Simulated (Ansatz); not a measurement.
# Ir in Ansatz: the effect of dispersion

Ir:

```
Ir
1.0
     0.00000    1.91560    1.91560
     1.91560    0.00000    1.91560
     1.91560    1.91560    0.00000
Ir
1
Cartesian
  0.0000 0.0000 0.0000
```

Alike in all runs:

| Item | Value |
| --- | --- |
| Program | Ansatz 0.2.0 |
| Task | relaxation of cell and atoms |
| Functional | BLYP |
| Potentials or basis | all-electron LAPW, scalar-relativistic |
| Basis error allowed | 0.001 eV/atom |
| k mesh | 12 × 12 × 12 |
| Occupations | fermi-dirac, width 0.05 eV |
| Spin | no spin polarisation |

Each run relaxes the cell or the atoms first.

**Question.** One run gave: relaxed volume 15.22 Å³/atom. Which dispersion did it use?
A. D3(BJ)
B. D4
C. none

**Answer.** C.

```csv
dispersion,relaxed volume (Å³/atom)
none,15.22
D3(BJ),14.36
D4,14.39
```

Runs at the PBE level aren't shown here.
